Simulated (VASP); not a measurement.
Set up this calculation in VASP 6.6.1, as the native input.

```yaml
Task: relaxation of the atoms
Functional: r2SCAN
Potentials_or_basis: VASP PAW PBE potentials, release 64 (Pb_d, Se)
Cutoff: 600 eV
k_mesh: 8 × 8 × 8
Occupations: gaussian, width 0.03 eV
Spin: no spin polarisation
Further_INCAR_settings: ALGO = Normal; EDIFF = 1e-07; IBRION = 2; EDIFFG = -0.01; NSW = 40
```

The structure of PbSe (Clausthalite) lies in POSCAR:

```
PbSe                                    
1.0
    0.0000000000      3.1299163572      3.1299163572
    3.1299163572      0.0000000000      3.1299163572
    3.1299163572      3.1299163572      0.0000000000
  Pb              Se            
     1     1
Direct
     0.0000000000000000    0.0000000000000000    0.0000000000000000
     0.5000000000000000    0.5000000000000000    0.5000000000000000
```

The cell isn't the ideal one: a relaxed cell with its volume scaled by 1.04.

These files were run (other wordings do the same):

INCAR

```
SYSTEM = PbSe
ALGO = Normal ; EDIFF = 1E-7
EDIFFG = -0.01 ; ENCUT = 600
IBRION = 2 ; ISIF = 2
ISMEAR = 0 ; LASPH = .True.
LCHARG = .False. ; LMIXTAU = .True.
LREAL = .False. ; LWAVE = .False.
METAGGA = R2SCAN ; NELM = 80
NSW = 40 ; PREC = Accurate
SIGMA = 0.03
```

KPOINTS

```
k-points
0
Gamma
  8 8 8
  0 0 0
```

Potentials or basis: VASP PAW PBE potentials, release 64 (Pb_d, Se).

Command:

```bash
$ cat potpaw_PBE.64/Pb_d/POTCAR potpaw_PBE.64/Se/POTCAR > POTCAR
$ mpirun -np 1 vasp_std > vasp.out
```

It gave:

```json
{"Pressure after relaxing": "-1.8 GPa", "Band gap on the k mesh": "0.79 eV, direct"}
```

Caveat: the relaxation stopped at its first step, so nothing moved; the PAW data sets were made with another functional, which shifts forces and pressure a little; spin-orbit coupling is left out, which as a rule narrows the gap of such compounds by several tenths of an eV.

It took 64 s on 1 thread of Intel(R) Xeon(R) 6975P-C (Granite Rapids), on a shared host, peak memory 0.23 GiB.
